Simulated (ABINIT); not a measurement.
The system is AlNi.

```
Ni Al
1.0
     2.88100    0.00000    0.00000
     0.00000    2.88100    0.00000
     0.00000    0.00000    2.88100
Ni Al
1 1
Direct
  0.50000 0.50000 0.50000
  0.00000 0.00000 0.00000
```

Base run:

* Program: ABINIT 10.8.3 (patched build)
* Functional: r2SCAN
* Potentials or basis: Ansatz PAW PBE default generated set, frozen core
* Cutoff: 490 eV
* k mesh: 7 × 7 × 7
* Occupations: fermi-dirac, width 0.05 eV
* Spin: collinear spin, ferromagnetic start
* Starting moments: [1.0, 0.0] μB

Its results: band gap on the k mesh none (metal or under the smearing width); pressure -3.6 GPa; net moment 0.00 μB per cell.

Q: The run is repeated on the same cell with these changes: potentials or basis from Ansatz PAW PBE default generated set, frozen core to PseudoDojo NC SR PBE v0.4.1 standard; cutoff from 490 eV to 1605 eV. What comes out?

A: Band gap on the k mesh none (metal or under the smearing width); pressure -2.8 GPa; net moment 0.00 μB per cell.

Caveats: small starting moments can end in a higher magnetic state in this program; the PAW data sets were made with another functional, which shifts forces and pressure a little (some runs); the atomic spheres overlap (some runs); a meta-GGA on potentials with a model core is unreliable (some runs); the potentials were made for another functional, which shifts forces and pressure (some runs).
